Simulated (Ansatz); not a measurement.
Sn, a known structure type with other elements, at an estimated volume

```yaml
crystal:
  lattice:
    - [4.12899, 0.00000, 0.00000]
    - [-2.06449, 3.57581, 0.00000]
    - [0.00000, -2.38387, 3.59132]
  atoms:
    - { symbol: Sn, position: [0.23362, 0.46724, 0.70086] }
    - { symbol: Sn, position: [0.76638, 0.53276, 0.29914] }
```

Level: PBE, no spin polarisation; 420 eV; 11×11×11 Γ-centred mesh; fermi-dirac occupations (width 0.1 eV); Ansatz 0.2.0, fixed geometry.

Q: What do density and ELF say about some of the short contacts?

A: Sn–Sn at 2.79 Å: least valence density 0.35 e/Å³ and ELF 0.55 there. These are pseudo-fields; inside the PAW spheres they differ from the all-electron ones.

Q: What does the stress say?

A: The pressure is 9.0 GPa (compression positive), so with the atoms held at these fractions the cell would first expand; the forces are large, so a full relaxation may end otherwise. The principal stresses 6.6, 10.2, 10.2 GPa differ, so its shape would change too.

Q: Is there a gap?

A: It is a metal, with about 1.1 states/eV a cell as the mean within 0.25 eV of the Fermi level, mostly Sn p (85 %) and Sn s (13 %).

Q: Where is the largest force?

A: The largest is on Sn1 (and as large on other atoms): 1.48 eV/Å, components (0.00, 0.00, 1.48). It makes 121° with the line to a nearest neighbour, Sn2 at 2.79 Å.

Origin: a known structure type with other elements, at an estimated volume, so it need not be a known compound.
